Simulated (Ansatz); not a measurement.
## Work and stress of cleavage in Ga$_{2}$O$_{3}$

Theory: Ansatz, DFT r2SCAN, scalar-relativistic, plane waves, PAW. Settings: plane waves to 500 eV, k-mesh 8×4×2 (Γ-centred), Gaussian smearing 0.05 eV. No spin polarisation. Energies are free energies at this smearing, counted from the undisturbed cell; pressure is positive in compression.

The starting cell (relaxed at this level):

```
CELL_PARAMETERS angstrom
0.00000 3.03906 0.00000
-6.12784 1.51953 -0.00253
-2.77677 0.00000 11.27995
ATOMIC_POSITIONS crystal
Ga 0.09052 0.81896 0.89739
Ga 0.09052 0.81896 0.39739
Ga 0.90948 0.18104 0.60261
Ga 0.90948 0.18104 0.10261
Ga 0.65873 0.68254 0.65724
Ga 0.65873 0.68254 0.15724
Ga 0.34127 0.31746 0.84276
Ga 0.34127 0.31746 0.34276
O 0.16421 0.67157 0.55458
O 0.16421 0.67157 0.05458
O 0.83579 0.32843 0.94542
O 0.83579 0.32843 0.44542
O 0.17334 0.65332 0.78176
O 0.17334 0.65332 0.28176
O 0.82666 0.34668 0.71824
O 0.82666 0.34668 0.21824
O 0.49629 0.00743 0.62812
O 0.49629 0.00743 0.12812
O 0.50371 0.99257 0.87188
O 0.50371 0.99257 0.37188
```

The cut lies on the cell's a–b face, a (0 0 1) plane (indices in the standard cell, whose axes needn't be the Cartesian ones shown) of area 18.62 Å², between layers 1.23 Å apart. Vector c is lengthened by d along the normal with the atoms' Cartesian places fixed: one unrelaxed cut a cell. The traction is positive where the two halves pull on each other.

```
d (Å) energy (J/m²) traction (GPa)
-0.30           2.35          -201.7
-0.15           0.44           -67.2
 0.00           0.00             0.0
 0.25           0.63            40.4
 0.50           1.73            44.9
 0.75           2.79            38.6
 1.00           3.64            30.0
 1.50           4.76            15.6
 2.00           5.31             7.4
 3.00           5.69             1.6
 4.50           5.80             0.2
 6.00           5.81             0.0
```

What are the work of separation and the cleavage stress, and do they fit the universal binding curve?

The energy levels off near W ≈ 5.81 J/m² (the traction is down to 0.0 GPa), the energy of the two unrelaxed faces, 2.91 J/m² each on average. The largest sampled traction is 44.9 GPa at d = 0.50 Å, and a parabola through it and its two neighbours peaks at σ_max ≈ 45.0 GPa, d ≈ 0.48 Å. The curve E = W[1 − (1 + d/ℓ)exp(−d/ℓ)] peaks in traction at d = ℓ with σ_max = W/(eℓ); with 1 J/m² per Å = 10 GPa this W and σ_max give ℓ = 0.47 Å. A parabola through that curve at the same three d peaks at 0.52 Å, against 0.48 Å here, a fair fit. Real crystals break at far lower stress, because cracks concentrate it, and on the plane of lowest W, which needn't be this one.

The cut is rigid; relaxing the faces lowers these energies and usually the stresses.

Cost: 12 runs of about 14 core-minutes in all, on Intel Xeon 6975P-C (Granite Rapids) (shared hosts).